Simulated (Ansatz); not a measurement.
# TaN/SiC/MgB2: predicting the conductance of a thicker barrier

**Method.** Ansatz 0.2.0, plane waves with PAW datasets, PBE. Interfaces are relaxed in a short slab (with D3(BJ) where the barrier is layered), set between ideal electrode layers that go on as semi-infinite leads, and the zero-bias conductance G at 300 K comes from T(E) on a typed mesh. The error is the largest of the program's estimates from energy step, mesh, the leads' potential steps and neutrality; its separate bound for narrow resonances between the energies solved isn't counted and can be far larger. The lower electrode is TaN (rock salt 111), the upper MgB2 (AlB2 0001) and the barrier SiC (wurtzite 0001), on a net of side 3.108 Å; d is the distance between the electrodes' last planes.

What is known so far:

```
planes in the barrier  d (Å)  G (S/m²)  error (%)  lead step (meV)
                    4   7.63   9.03e13         16               16
                    8  12.70   3.02e13         37               18
```

**Question.** A further run has 12 planes, d = 17.76 Å. Fit G ∝ exp(−βd) to the rows shown and predict its conductance.

Working: Through two points, β = ln(9.03e13 / 3.02e13) / (12.70 − 7.63) = 1.10 / 5.07 = 0.216 Å⁻¹. From the last point shown, G = 3.02e13 × exp(−0.216 × 5.06) = 1.01e13 S/m².

Check: The run gave 2.46e12 S/m², with an error estimate of 44 % and a lead step of 18 meV. The prediction is 4.12 times that, too high by a factor of 4.1. Step by step the slopes are 0.22 and 0.50 Å⁻¹, rising with thickness. How much of this is a real bend and how much error of the rows wasn't traced.

Caveats: The interfaces are ideal, one cell wide, strained to a common net and relaxed from one registry with their symmetry kept. PBE's gaps are too small, so true decay constants are likely larger where the Fermi level lies deep in a gap. No spin-orbit coupling, phonons, disorder or image charges enter. The rows shown are chosen by tests on error estimates (under 100 to 120 %), lead steps (under 150 meV, though the program warns over 25), intact interfaces and, for fits, a steady trend in the rows shown; the data set holds 414 series of this kind, and not all pass.

[Logs are printed without paths, hosts, clocks, repeated set-up lines and the standing remarks that a program may print on its own settings, such as how far it seeks lower states.]
